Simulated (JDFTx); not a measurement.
Crystal: Be.

```xyz
2
Lattice="2.2853 0.0000 0.0000 -1.1426 1.9791 0.0000 0.0000 0.0000 3.5842" Properties=species:S:1:pos:R:3 pbc="T T T"
Be    1.1427    0.6597    2.6882
Be    0.0000    1.3194    0.8961
```

```yaml
Program: JDFTx 1.7.0 (patched build)
Task: relaxation of cell and atoms
Functional: SCAN
Potentials_or_basis: SG15-PBE-1.2 with smoothed tails
Cutoff: 1088 eV
Density_cutoff: 8708 eV
k_mesh: 6 × 6 × 4
Occupations: fermi-dirac, width 0.05 eV
Spin: no spin polarisation
```

At the start: pressure -2.2 GPa; volume 8.11 Å³/atom.

How do energy, volume and symmetry change on relaxing?

Over 6 steps the energy falls by 7.5 meV/atom and the volume is 7.98 Å³/atom (-1.5 %); space group P6_3/mmc (No. 194, to 0.05 Å).

The path:
| step | energy change (eV) | largest force (eV/Å) | pressure (GPa) | volume (Å³) |
| --- | --- | --- | --- | --- |
| 1 | 0.0000 | 0.0000 | -2.21 | 16.21 |
| 2 | -0.0052 | 0.0000 | -1.73 | 16.16 |
| 3 | -0.0150 | 0.0000 | 0.04 | 15.96 |
| 4 | -0.0151 | 0.0000 | 0.01 | 15.96 |
| 5 | -0.0151 | 0.0000 | 0.00 | 15.97 |
| 6 | -0.0151 | 0.0000 | 0.00 | 15.97 |

Final structure:
```yaml
crystal:
  lattice:
    - [2.29849, 0.00000, 0.00000]
    - [-1.14925, 1.99055, 0.00000]
    - [0.00000, 0.00000, 3.48952]
  atoms:
    - { symbol: Be, position: [0.66667, 0.33333, 0.75000] }
    - { symbol: Be, position: [0.33333, 0.66667, 0.25000] }
```

Caveat: the k mesh is coarse (spacing up to 0.53 Å⁻¹), so the values aren't converged; meta-GGA forces are noisy on this grid; the potentials were made for another functional, which shifts forces and pressure.
